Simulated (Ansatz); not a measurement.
**Convergence of a linear-scaling basis for generalised stacking fault on (110) of a KCl-RbCl solid solution (80 atoms)**

Wanted: errors and times of a linear-scaling basis for generalised stacking fault on (110) of a KCl-RbCl solid solution (80 atoms). A setting counts as converged where the r.m.s. difference of forces stays under 1 % of the r.m.s. force.

Program: Ansatz 0.2.0. Level of theory: Kohn-Sham DFT, PBE, PAW (set soft_2), plane waves. Results are calculated unless marked as measured.

### 1. The structure

The cell holds 80 atoms: 13 Rb, 40 Cl and 27 K. Its edges and angles: a = 7.339 Å, b = 10.379 Å, c = 26.194 Å, α = 90.0°, β = 84.0°, γ = 90.0°. It derives from KCl and RbCl. CsCl-type KCl lattice (a = 3.6697 Å, the value set for the mixture), cell with z along [110], 2 x 2 x 5 periods; the third cell vector is tilted by 0.750 of [001] and lengthened by 0.1 Å, so the cell holds one fault; displaced by a Gaussian of 0.01 Å; 13 of 40 K sites given to Rb at random (lattice constant by Vegard's rule between KCl and RbCl).

Limits known from the start: The host structure and its lattice constant were typed by rule, without a check against the phase diagram.

### 2. Plane-wave single point

This run is the reference for what follows, at a cutoff of 420 eV.

input.yaml reads:

```yaml
crystal:
  lattice:
    - [7.3394, 0.0, 0.0]
    - [0.0, 10.37948, 0.0]
    - [2.75228, 0.0, 26.0487]
  atoms:
    - { symbol: Rb, position: [0.62578, 0.00092, 0.99566] }
    - { symbol: Cl, position: [0.21216, 0.00062, 0.09925] }
    - { symbol: K, position: [0.12708, 0.99894, 0.99608] }
    - { symbol: Cl, position: [0.71398, 0.9991, 0.09992] }
    - { symbol: K, position: [0.62423, 0.49869, 0.99572] }
    - { symbol: Cl, position: [0.21426, 0.49817, 0.09923] }
    - { symbol: K, position: [0.12409, 0.49943, 0.99551] }
    - { symbol: Cl, position: [0.71574, 0.49891, 0.09929] }
    - { symbol: K, position: [0.96438, 0.25071, 0.09866] }
    - { symbol: Cl, position: [0.17667, 0.24935, 0.19882] }
    - { symbol: Rb, position: [0.46283, 0.24975, 0.0991] }
    - { symbol: Cl, position: [0.67706, 0.24953, 0.19853] }
    - { symbol: K, position: [0.92741, 0.99888, 0.19899] }
    - { symbol: Cl, position: [0.13884, 0.00132, 0.29812] }
    - { symbol: Rb, position: [0.42521, 0.00078, 0.19902] }
    - { symbol: Cl, position: [0.63837, 0.99887, 0.29884] }
    - { symbol: K, position: [0.96133, 0.74814, 0.09963] }
    - { symbol: Cl, position: [0.17431, 0.75033, 0.19914] }
    - { symbol: K, position: [0.46438, 0.75142, 0.09866] }
    - { symbol: Cl, position: [0.67658, 0.74958, 0.1989] }
    - { symbol: K, position: [0.92506, 0.50196, 0.19937] }
    - { symbol: Cl, position: [0.13785, 0.49997, 0.29846] }
    - { symbol: K, position: [0.42551, 0.50155, 0.19845] }
    - { symbol: Cl, position: [0.63872, 0.49973, 0.29901] }
    - { symbol: K, position: [0.88636, 0.24855, 0.29879] }
    - { symbol: Cl, position: [0.10014, 0.25023, 0.39814] }
    - { symbol: K, position: [0.38928, 0.24952, 0.29866] }
    - { symbol: Cl, position: [0.59839, 0.25172, 0.39778] }
    - { symbol: Rb, position: [0.84807, 0.99859, 0.39799] }
    - { symbol: Cl, position: [0.06309, 0.00269, 0.49788] }
    - { symbol: Rb, position: [0.34759, 0.00218, 0.39826] }
    - { symbol: Cl, position: [0.56363, 0.99894, 0.49801] }
    - { symbol: K, position: [0.88822, 0.74991, 0.29759] }
    - { symbol: Cl, position: [0.09903, 0.75149, 0.3978] }
    - { symbol: Rb, position: [0.38808, 0.75012, 0.2985] }
    - { symbol: Cl, position: [0.60096, 0.7496, 0.39834] }
    - { symbol: K, position: [0.85143, 0.50076, 0.39757] }
    - { symbol: Cl, position: [0.06073, 0.49905, 0.49769] }
    - { symbol: K, position: [0.35153, 0.49924, 0.39807] }
    - { symbol: Cl, position: [0.56257, 0.50026, 0.49752] }
    - { symbol: Rb, position: [0.81358, 0.24981, 0.49807] }
    - { symbol: Cl, position: [0.02454, 0.24918, 0.5978] }
    - { symbol: K, position: [0.31411, 0.25017, 0.49754] }
    - { symbol: Cl, position: [0.52694, 0.24835, 0.59776] }
    - { symbol: K, position: [0.77683, 0.99892, 0.59714] }
    - { symbol: Cl, position: [0.99033, 0.99979, 0.6969] }
    - { symbol: K, position: [0.27933, 0.99889, 0.59774] }
    - { symbol: Cl, position: [0.487, 0.00089, 0.6967] }
    - { symbol: K, position: [0.81513, 0.75044, 0.49765] }
    - { symbol: Cl, position: [0.02542, 0.74896, 0.59783] }
    - { symbol: K, position: [0.31599, 0.75048, 0.49779] }
    - { symbol: Cl, position: [0.5252, 0.74877, 0.59786] }
    - { symbol: K, position: [0.77577, 0.49884, 0.59711] }
    - { symbol: Cl, position: [0.9885, 0.4991, 0.69631] }
    - { symbol: Rb, position: [0.27621, 0.49942, 0.59705] }
    - { symbol: Cl, position: [0.4878, 0.50057, 0.69699] }
    - { symbol: Rb, position: [0.73925, 0.25001, 0.69702] }
    - { symbol: Cl, position: [0.94934, 0.24898, 0.79682] }
    - { symbol: K, position: [0.23846, 0.24964, 0.69698] }
    - { symbol: Cl, position: [0.45252, 0.25107, 0.79683] }
    - { symbol: K, position: [0.70253, 0.00029, 0.79629] }
    - { symbol: Cl, position: [0.91308, 0.9996, 0.89657] }
    - { symbol: K, position: [0.20272, 0.00109, 0.79594] }
    - { symbol: Cl, position: [0.41476, 0.00119, 0.896] }
    - { symbol: Rb, position: [0.73676, 0.74889, 0.69675] }
    - { symbol: Cl, position: [0.94838, 0.74988, 0.79577] }
    - { symbol: K, position: [0.24061, 0.74961, 0.69764] }
    - { symbol: Cl, position: [0.4517, 0.74917, 0.79655] }
    - { symbol: Rb, position: [0.70034, 0.50013, 0.79658] }
    - { symbol: Cl, position: [0.91587, 0.50137, 0.89549] }
    - { symbol: Rb, position: [0.20288, 0.50019, 0.79643] }
    - { symbol: Cl, position: [0.41585, 0.49923, 0.89666] }
    - { symbol: K, position: [0.66214, 0.24854, 0.89646] }
    - { symbol: Cl, position: [0.8775, 0.24951, 0.99587] }
    - { symbol: K, position: [0.16499, 0.24925, 0.89615] }
    - { symbol: Cl, position: [0.37565, 0.2492, 0.99604] }
    - { symbol: K, position: [0.66507, 0.74971, 0.89558] }
    - { symbol: Cl, position: [0.8756, 0.74949, 0.99572] }
    - { symbol: Rb, position: [0.16549, 0.75033, 0.89632] }
    - { symbol: Cl, position: [0.3789, 0.75161, 0.99571] }
kpoints:
  mp_grid: { grid: [2, 1, 1] }
hamiltonian:
  xc: pbe
scf:
  occupations: { method: fermi_dirac, width: 0.025 }
output:
  forces: true
  stress: true
  populations: true
  dos:
    method: { smearing: { sigma: 0.08 } }
    de: 0.1
    projected: { site_lists: { Cl: [Cl], K: [K], Rb: [Rb] } }
  eigenvalues: true
  write_density: true
  write_potential: true
  volumetric_format: npy
```

Run with:

```sh
> ansatz run input.yaml --threads 4 --pin off --max-ram 8192MiB --backend cpu --events-out ev --progress --plain --runs-dir out
```

Numbers of over 12 decimals in the logs are rounded to 6 here.

What it wrote:

```text
Engine: ansatz 0.2.0, aarch64-unknown-linux-gnu
Pseudopotentials: kind: paw
Pseudopotential: Rb, paw, valence charge 9, recommended cutoff 420 eV (normal), Rb.paw.azcp
Pseudopotential: Cl, paw, valence charge 7, recommended cutoff 420 eV (normal), Cl.paw.azcp
Pseudopotential: K, paw, valence charge 9, recommended cutoff 420 eV (normal), K.paw.azcp
Functional definition: PBE
  parameter kappa = 0.804
  parameter beta = 0.066725
  exchange = pbe_x(kappa = kappa, mu = beta*pi^2/3)
  correlation = pbe_c(beta = beta)
Crystal: 80 atoms, lattice volume = 1984.368 Å³
Basis set: ecut = 420 eV, 38797 PW (Γ), exchange–correlation on 100×144×360 points (8 copies of the dense FFT grid, shifted against one another)
Bands: 400, of which v1, the nominal top of the filled ones, is band 320 counted from 1 (319 counted from 0)
Symmetry: 1 space group operations
Space group: P1 (ITA 1), of the structure as read, at distance tolerance 1.3e-4 Å
k-points: 2
Non-local potential: Rb, projectors of the file, l = 0: 3, l = 1: 2, l = 2: 2
Non-local potential: Cl, projectors of the file, l = 0: 2, l = 1: 2, l = 2: 2
Non-local potential: K, projectors of the file, l = 0: 3, l = 1: 2, l = 2: 2
PAW form: soft (Blöchl's): semilocal exchange-correlation on the pseudo side does not see the compensation charge
PAW one-centre angular grid: Rb, 110 points (default); XC on 64 Gauss nodes
PAW one-centre angular grid: Cl, 110 points (default); XC on 64 Gauss nodes
PAW one-centre angular grid: K, 110 points (default); XC on 64 Gauss nodes
Initial density: superposition of atomic densities (neutral atoms: chi_scale 0, normalization atom), corrected by the library's trained network
Initial wavefunctions: pseudopotential atomic-orbital guess
Functional: x = pbe(κ = 0.804, μ = 0.219515), c = pbe(β = 0.066725)
SCF iter   1: F=—  HF=-127321.112826 eV  |F-HF|=—  |Δ(HF+E_count)|=         —  Δρ=4.17e-4  dr2=5.45e-3  ethr=1.77e-3  ⟨swp⟩=13.5  Hψ=4587  notcnv=0  defer=44
preconditioner: auto → Resta (q_TF=auto, 2.259 Å⁻¹)  ε∞=2.9  [insulator: Δε(μ)=5.560 eV  Ē_g=14.325 eV  σ=0.025 eV  W_gap=1.00  n_scr=392 (ndim 8)  ℏωp=19.7 eV  f_vac=0.000  D(μ)=0.00/eV (n_scr^D=0)  ε∞_Penn≈2.9]
SCF iter   2: F=—  HF=-127321.093805 eV  |F-HF|=—  |Δ(HF+E_count)|=   1.90e-2  Δρ=1.94e-4  dr2=1.25e-3  ethr=8.52e-7  ⟨swp⟩=3.0  Hψ=1938  notcnv=0  defer=96
SCF iter   3: F=—  HF=-127321.093492 eV  |F-HF|=—  |Δ(HF+E_count)|=   3.14e-4  Δρ=7.47e-5  dr2=1.17e-4  ethr=1.95e-7  ⟨swp⟩=2.0  Hψ=1289  notcnv=0  defer=96
SCF iter   4: F=—  HF=-127321.093460 eV  |F-HF|=—  |Δ(HF+E_count)|=   3.16e-5  Δρ=2.63e-5  dr2=1.78e-5  ethr=1.82e-8  ⟨swp⟩=3.0  Hψ=1473  notcnv=0  defer=96
SCF iter   5: F=—  HF=-127321.092237 eV  |F-HF|=—  |Δ(HF+E_count)|=   1.22e-3  Δρ=4.91e-6  dr2=4.40e-7  ethr=2.79e-9  ⟨swp⟩=2.0  Hψ=1258  notcnv=0  defer=96
SCF iter   6: F=-127321.092237 eV  HF=-127321.092237 eV  |F-HF|=1.94e-9  |Δ(HF+E_count)|=   3.19e-7  Δρ=1.03e-6  dr2=2.82e-8  ethr=1.56e-11  ⟨swp⟩=18.5  Hψ=7047  notcnv=0
SCF 1 converged in 6 iterations: F = -127321.092237 eV  dr2 = 2.82e-8
  greatest PAW one-centre occupation: 0.988 electrons in one spin orbital (limit 2), on the K atom at site 8 (counted from 0), in its partial waves of l = 0
SCF converged after 6 iterations
Free energy (F): -127321.092237 eV
Harris-Foulkes:  -127321.092237 eV  (|F-HF|=1.94e-9)
Internal energy: -127321.092237 eV  (E = F + TS)
E sigma→0 (E₀):  -127321.092237 eV
Fermi energy:    6.457585 eV
--- Per-component energies (eV) ---
  E_band       = -3490.230216
  E_kinetic    = 15938.903702
  E_local      = -27161.963755  (includes V_loc(G=0)·N_el)
  E_nonlocal   = 3739.182508
  E_hartree    = 8174.533136
  E_xc         = -9709.616579
  E_vxc        = -11216.355323  (∫ρ·V_xc dr)
  E_paw        = -81520.280204  (= ΣΔE_a)
  E_vpaw       = -1139.067107  (= ΣTr[D̂ρ^β])
  E_aug_tail   = 0.003472  (compensation charges beyond the density's cutoff)
  E_ewald      = -36781.854516
  E_smearing   = -0.000000  (= −TS)
  E_closure    = -0.000000  (closes the sum)
  Σ components = -127321.092237   (vs F -127321.092237, Δ=0.00e0)
--- Forces (eV/Å), atoms counted from 1 ---
  atom   1  Rb    -0.19547479    -0.02697344    -0.42955412
  atom   2  Cl    -0.02095264    -0.15633759     0.15607473
  atom   3  K     -0.15641560     0.00911234    -0.34580305
  atom   4  Cl     0.44123201    -0.12893180     0.46945016
  atom   5  K     -0.09452422     0.03256975    -0.30687441
  atom   6  Cl     0.04736753     0.19410859     0.22250763
  atom   7  K     -0.10391488     0.01504586    -0.28341653
  atom   8  Cl     0.18038865     0.16247586     0.22879864
  atom   9  K      0.13144772    -0.02069482     0.41284026
  atom  10  Cl    -0.19154072     0.17168708     0.13023626
  atom  11  Rb     0.30749004     0.00639612     0.56575826
  atom  12  Cl     0.18967043     0.14972496     0.16353653
  atom  13  K     -0.03176504     0.04740253    -0.01460701
  atom  14  Cl    -0.19961646     0.09156181    -0.08436268
[...]
atom  79  Rb    -0.02345338     0.02343650    -0.01459197
  atom  80  Cl    -0.19203007    -0.18776960    -0.17975648
  max |Σ_I F_I| component: 1.90e-5 eV/Å
--- Stress (GPa, compression-positive) ---
        5.129178       0.007719       0.317109
        0.007719       4.770050      -0.001741
        0.317109      -0.001741       5.515652
  P = ⅓ Tr σ = 5.1383 GPa (51.383 kbar)
--- Band table (eV) ---
  k-point 0: bands = ["-24.1677", "-24.1638", "-24.1610", "-24.1587", [... 384 levels ...], "12.0875", "12.1145", "12.1231", "12.1326", "12.1812", "12.2027", "12.2469", "12.2614", "12.2712", "12.2873", "12.2947", "12.2989"]
  k-point 1: bands = ["-24.1671", "-24.1607", "-24.1595", "-24.1539", [... 384 levels ...], "12.0792", "12.1108", "12.1241", "12.1287", "12.1612", "12.2052", "12.2218", "12.2381", "12.2711", "12.2911", "12.3240", "12.3443"]
--- Löwdin populations: 80 sites ---
  site symbol       q [e]
     0     Rb      8.1972
     1     Cl      7.6984
     2      K      8.2476
[...]
79     Cl      7.6995
  spilling = 0.004357 (of n_electrons = 640.000000)
```

It took 74 s on 4 threads of Arm Neoverse V2, shared host; peak memory 6.6 GiB; 4.7 min of CPU time.

Numbers from this run:

```yaml
free_energy: -127321.0922 eV
free_energy_per_atom: -1591.5137 eV/atom
scf_cycles: 6
pressure: 5.138 GPa
r_m_s_force_component: 0.1459 eV/Å
longest_force: 0.8616 eV/Å
fermi_energy: 6.458 eV
spacing_of_highest_filled_and_lowest_empty_level: 5.566 eV
spilling_of_the_projection: 0.004357
```

The r.m.s. force component of 0.15 eV/Å sets the scale for the differences below.

### 3. Support functions low

The cell is solved in localised support functions. The level low gives here a grid of 30×48×108 points and a radius of 4.36 Å.

This step: Kohn-Sham DFT, PBE, PAW (set soft_2), localised support functions (low) (Ansatz 0.2.0).

input.yaml, the sections that differ from step 2:

```yaml
scf:
  occupations: { method: fermi_dirac, width: 0.025 }
  eigensolver: { kind: { support_functions: { accuracy: low } } }
  mixing: { beta: 0.2 }
  max_iter: 150
output:
  forces: true
  eigenvalues: true
# crystal, kpoints, hamiltonian: as in step 2
```

What it wrote:

```text
Warning: scf.eigensolver.kind.support_functions: disabling space-group detection — the functions' gradient is summed over unrotated k-points, so no spatial operation reduces the k-mesh or symmetrises the density; time reversal is kept, so that k and −k are solved as one point where they differ and the mesh holds both, and exact exchange and, on two spinor components, a DFT+U term hold to it where the run has them: [...]
settings of this run that can trade accuracy for cost: scf.eigensolver.kind.support_functions; scf.eigensolver.kind.support_functions.accuracy: low [...]
[...]
Crystal: 80 atoms, lattice volume = 1984.368 Å³
Basis set: ecut = 420 eV, 38797 PW (Γ), exchange–correlation on 100×144×360 points (8 copies of the dense FFT grid, shifted against one another)
Bands: 384, of which v1, the nominal top of the filled ones, is band 320 counted from 1 (319 counted from 0)
Symmetry: 1 space group operations
k-points: 2
[...]
Eigensolver: Support functions (low, 30×48×108 points, laid for a spacing of at most 0.246777 Å, radius 4.355940 Å, 3 species' potentials softened for the grid, 3 wholly corrected for its errors in the mean over positions, 3 with the egg-box correction, energy correction by stochastic trace)
[...]
SCF iter   1: F=—  HF=-127326.721666 eV  |F-HF|=—  |Δ(HF+E_count)|=         —  Δρ=3.80e-2  dr2=4.71e1  ethr=1.00e-1
[...]
SCF iter  14: F=—  HF=-127321.099380 eV  |F-HF|=—  |Δ(HF+E_count)|=   7.79e-4  Δρ=2.61e-5  dr2=1.65e-5  ethr=7.04e-9  κ⁻¹=1.3e-7(r=7)
SCF iter  15: F=-127321.100011 eV  HF=-127321.100011 eV  |F-HF|=2.13e-7  |Δ(HF+E_count)|=   6.31e-4  Δρ=1.01e-5  dr2=1.91e-6  ethr=2.58e-9
SCF 1 converged in 15 iterations: F = -127321.110227 eV  dr2 = 1.91e-6
[...]
SCF converged after 15 iterations
Stability not checked: this state was not tested for a lower state beside it, because the mixer in use, unlike msr1, does not test its closes by its own steps (another_mixer; see scf.mixing.algorithm and scf.lower_state_search)
Free energy (F): -127321.110227 eV
[...]
Internal energy: -127321.110227 eV  (E = F + TS)
E sigma→0 (E₀):  -127321.110227 eV
Fermi energy:    6.457410 eV
[...]
Σ components = -127321.110227   (vs F -127321.110227, Δ=0.00e0)
--- Forces (eV/Å), atoms counted from 1 ---
  atom   1  Rb    -0.19571737    -0.02699356    -0.42963378
  atom   2  Cl    -0.02086926    -0.15627683     0.15629234
  atom   3  K     -0.15711873     0.00921869    -0.34660888
  atom   4  Cl     0.44141675    -0.12895215     0.46971924
[...]
atom  80  Cl    -0.19168029    -0.18773242    -0.18025714
  max |Σ_I F_I| component: 2.37e-3 eV/Å
--- Band table (eV) ---
[...]
```

Elapsed: 1.8 min, on 4 threads; peak memory 3.1 GiB.

The program notes that the band table was not solved further than the SCF left it and it switched symmetry off.

Keys that differ from the reference: support_functions.accuracy = "low", scf.max_iter = 150 and scf.mixing.beta = 0.2.

Forces differ from the reference by 0.23 meV/Å r.m.s., 0.16 % of their size, well within a tolerance of 1 %; the energy by -0.22 meV/atom. It took 1.8 min and 15 cycles; the reference's time can't be set against it, since the two runs asked for unlike analyses.

### 4. Support functions medium

The level medium is asked for. Here it resolves to the same grid and radius as in the run with support functions low, so the basis is not new.

This step: Kohn-Sham DFT, PBE, PAW (set soft_2), localised support functions (medium) (Ansatz 0.2.0).

input.yaml, the sections that differ from step 3:

```yaml
scf:
  occupations: { method: fermi_dirac, width: 0.025 }
  eigensolver: { kind: { support_functions: { accuracy: medium } } }
  mixing: { beta: 0.2 }
  max_iter: 150
# crystal, kpoints, hamiltonian, output: as in step 3
```

What it wrote:

```text
[...]
Crystal: 80 atoms, lattice volume = 1984.368 Å³
Basis set: ecut = 420 eV, 38797 PW (Γ), exchange–correlation on 100×144×360 points (8 copies of the dense FFT grid, shifted against one another)
Bands: 384, of which v1, the nominal top of the filled ones, is band 320 counted from 1 (319 counted from 0)
Symmetry: 1 space group operations
k-points: 2
[...]
Eigensolver: Support functions (medium, 30×48×108 points, laid for a spacing of at most 0.246777 Å, radius 4.355940 Å, 3 species' potentials softened for the grid, 3 wholly corrected for its errors in the mean over positions, 3 with the egg-box correction, energy correction by stochastic trace)
[...]
SCF iter   1: F=—  HF=-127326.721666 eV  |F-HF|=—  |Δ(HF+E_count)|=         —  Δρ=3.80e-2  dr2=4.71e1  ethr=1.00e-1
[...]
SCF iter  15: F=—  HF=-127321.100011 eV  |F-HF|=—  |Δ(HF+E_count)|=   6.31e-4  Δρ=1.01e-5  dr2=1.91e-6  ethr=2.58e-9  κ⁻¹=3.0e-7(r=7)
SCF iter  16: F=-127321.100554 eV  HF=-127321.100554 eV  |F-HF|=4.18e-7  |Δ(HF+E_count)|=   5.43e-4  Δρ=7.10e-6  dr2=1.22e-6  ethr=2.99e-10
SCF 1 converged in 16 iterations: F = -127321.110240 eV  dr2 = 1.22e-6
[...]
SCF converged after 16 iterations
[...]
Free energy (F): -127321.110240 eV
[...]
Internal energy: -127321.110240 eV  (E = F + TS)
E sigma→0 (E₀):  -127321.110240 eV
Fermi energy:    6.457506 eV
[...]
Σ components = -127321.110240   (vs F -127321.110240, Δ=0.00e0)
--- Forces (eV/Å), atoms counted from 1 ---
  atom   1  Rb    -0.19573198    -0.02698592    -0.42966588
  atom   2  Cl    -0.02086912    -0.15628003     0.15628154
  atom   3  K     -0.15714349     0.00920936    -0.34665960
  atom   4  Cl     0.44142248    -0.12895257     0.46969067
[...]
atom  80  Cl    -0.19168820    -0.18773336    -0.18023966
  max |Σ_I F_I| component: 2.37e-3 eV/Å
--- Band table (eV) ---
[...]
```

Elapsed: 2 min, on 4 threads; peak memory 3.1 GiB; 7.6 min of CPU time.

Keys that differ from the reference: support_functions.accuracy = "medium", scf.max_iter = 150 and scf.mixing.beta = 0.2.

Forces differ from the reference by 0.23 meV/Å r.m.s., 0.16 % of their size, well within a tolerance of 1 %; the energy by -0.23 meV/atom. It took 2 min and 16 cycles; the reference's time can't be set against it, since the two runs asked for unlike analyses.

[end of part 1 of 2]

[Logs are printed without paths, hosts, clocks, repeated set-up lines and the standing remarks that a program may print on its own settings, such as how far it seeks lower states.]

[Hosts, paths, dates, database ids (printed as entryN), source tags and the programs' standing remarks are cut or masked in the printed files.]
